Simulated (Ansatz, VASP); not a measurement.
# P in VASP and in Ansatz

```xyz
4
Lattice="3.3228 0.0000 0.0000 0.0000 4.1648 0.0000 0.0000 0.0000 30.3377" Properties=species:S:1:pos:R:3 pbc="T T T"
P     0.0000    2.3818   14.0844
P     1.6614    3.8654   14.0844
P     1.6614    0.2994   16.2533
P     0.0000    1.7830   16.2533
```

Alike in both runs: task single point; functional PBE; dispersion D3(BJ); k mesh 6 × 4 × 1; occupations gaussian, width 0.1 eV; no spin polarisation.

|  | VASP | Ansatz |
| --- | --- | --- |
| version | VASP 6.6.1 | Ansatz 0.2.0 |
| potentials or method | VASP PAW PBE potentials, release 64 (P) | scalar-relativistic, plane waves, PAW |
| plane-wave cutoff (eV) | 520 | 420 |
| valence electrons in the cell | 20 | 20 |

Ansatz gave:

| Property | Result |
| --- | --- |
| gap on the k mesh at the Fermi level (eV) | 0.31 |
| least direct gap on the mesh (eV) | 0.31 |
| rms of the force components (eV/Å) | 0.102 |

Q: Which values does VASP return?

A: gap on the k mesh at the Fermi level (eV): 0.32; least direct gap on the mesh (eV): 0.32; rms of the force components (eV/Å): 0.129.

Atom by atom the forces differ by 0.033 eV/Å (rms over components).
